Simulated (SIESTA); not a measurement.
Runs of SIESTA 5.4.2 on Si2W. Symmetry: I4/mmm, No. 139, tetragonal system. The conventional cell has a = 3.214 Å, b = 3.214 Å, c = 7.830 Å, α = 90.00°, β = 90.00°, γ = 90.00°. W (site symmetry 4/mmm) is surrounded by 10 Si at 2.62 Å. Si (site symmetry 4mm) has 5 Si at 2.59 to 2.63 Å and 5 W at 2.62 Å as nearest neighbours. 

```tsv
task	level	potentials or basis	U	k mesh	hubbard projector method	U from the first cycle	energy shift	gap on the mesh (eV)	pressure (GPa)	largest force (eV/Å)
band structure	PBE+U	PseudoDojo 0.4 standard (PBE files), DZP (energy shift 0.003 Ry; two zetas on semicore shells)	W d U = 4 eV	8 × 8 × 8	1	yes	0.003 Ry	none	1.3	(b)
band structure	PBE	PseudoDojo 0.4 standard (PBE files), DZP (energy shift 0.003 Ry; two zetas on semicore shells)	-	8 × 8 × 8	1	yes	0.003 Ry	none	4.5	(a)
band structure	PBE+U	PseudoDojo 0.4 standard (PBE files), DZP (energy shift 0.003 Ry; two zetas on semicore shells)	W d U = 6 eV	8 × 8 × 8	1	yes	0.003 Ry	none	-0.1	0.44
band structure	vdW-DF-cx	PseudoDojo 0.4 standard (PBE files), DZP (energy shift 0.003 Ry; two zetas on semicore shells)	-	12 × 12 × 12	-	-	0.003 Ry	none	2.5	0.10
band structure	PBE+U	PseudoDojo 0.4 standard (PBE files), DZP (energy shift 0.003 Ry; two zetas on semicore shells)	W d U = 8 eV	8 × 8 × 8	1	yes	0.003 Ry	none	(c)	0.66
band structure	PBE+U	PseudoDojo 0.4 standard (PBE files), DZP (energy shift 0.003 Ry; two zetas on semicore shells)	W d U = 2 eV	8 × 8 × 8	1	yes	0.003 Ry	none	2.9	0.04
```

Alike in all rows: no spin polarisation; cell as given; smearing fermi-dirac 0.05 eV; grid cutoff 800 Ry.

**Question.** Estimate the missing entries.

**Answer.** (a) 0.11; (b) 0.21; (c) -0.8.

Caveats: short orbitals over semicore shells can move pressures by several GPa; spin-orbit coupling is left out, which moves the levels of the heavy elements; the basis of atomic orbitals isn't converged, which shifts pressures, moduli and gaps; U without spin polarisation on a metal has little footing (some runs); the U is typed as a test and isn't derived for this compound (some runs); the potentials were made for another functional, which shifts forces and pressure (some runs).

A k mesh can miss the band edges, and the runs leave out spin-orbit coupling on W.

A gap of «none» marks a metal or a gap under the smearing width.
